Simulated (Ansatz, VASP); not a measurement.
One calculation of Bi, two programs

```xyz
2
Lattice="3.4442 0.0000 0.0000 -1.7221 2.9828 0.0000 0.0000 0.0000 5.6782" Properties=species:S:1:pos:R:3 pbc="T T T"
Bi    0.0000    1.9885    1.4196
Bi    1.7221    0.9943    4.2587
```

Alike in both runs: task relaxation of shape and atoms at fixed volume; functional PBE; k mesh 14 × 14 × 8; occupations fermi-dirac, width 0.05 eV; no spin polarisation.

|  | VASP | Ansatz |
| --- | --- | --- |
| version | VASP 6.6.1 | Ansatz 0.2.0 |
| potentials or method | VASP PAW PBE potentials, release 64 (Bi_d) | PAW with Ansatz's default frozen-core files, scalar-relativistic |
| plane-wave cutoff (eV) | 600 | 420 |
| valence electrons in the cell | 30 | 30 |

```csv
,VASP,Ansatz,Ansatz less VASP
relaxed volume (Å³/atom),29.17,29.17,0.000
relaxed cell length with the largest relative difference (Å),5.647,5.648,+0.0005
```
